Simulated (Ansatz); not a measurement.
# CdS: the cost of one run

Method: DFT PBE+D3(BJ), scalar-relativistic, plane waves, PAW, in Ansatz 0.2.0.

**1. The starting structure**

It takes space group P3m1 (No. 156, trigonal). Conventional cell: a = 4.261 Å, b = 4.261 Å, c = 5.804 Å, α = 90.00°, β = 90.00°, γ = 120.00°. Around Cd (site symmetry 3m) lie 3 S at 2.46 Å. S (site symmetry 3m) has 3 Cd at 2.46 Å as nearest neighbours.

Structure file:

```
CELL_PARAMETERS angstrom
4.26117 0.00000 0.00000
-2.13058 3.69028 0.00000
0.00000 0.00000 5.80417
ATOMIC_POSITIONS crystal
Cd 0.00000 0.00000 0.44269
S 0.66667 0.33333 0.43431
```

The structure comes from the Materials Project (structure only).

(A quick probe on a coarse mesh, which set the mesh and smearing, is not shown.)

**3. Relaxing cell and atoms**

Input file input.yaml:

```yaml
crystal:
  lattice:
    - [4.2611695877, 0.0, 0.0]
    - [-2.1305847939, 3.6902811128, 0.0]
    - [0.0, 0.0, 5.80417294]
  atoms:
    - { symbol: Cd, position: [0.0, 0.0, 0.44269192] }
    - { symbol: S, position: [0.66666667, 0.33333333, 0.43430808] }
basis:
  ecutwfc: 420
kpoints:
  mp_grid: { grid: [6, 6, 6] }
hamiltonian:
  xc: pbe
  dispersion: d3bj
scf:
  occupations: { method: gaussian, width: 0.02 }
output:
  forces: true
  stress: true
  eigenvalues: true
relax:
  adjacent_minimum: "off"
  f_tol: 0.005
  max_steps: 80
  cell: { stress_tol: 0.05 }
```

Started as:

```bash
$ ansatz run input.yaml --threads 1 --pin off --max-ram 2560MiB --backend cpu --events-out ev --progress --plain --runs-dir out
```

**Question.** How long does this run take on 1 thread of Arm Neoverse V1, shared host, and how much memory does it need?

About 89 s, with a peak of 0.38 GiB.
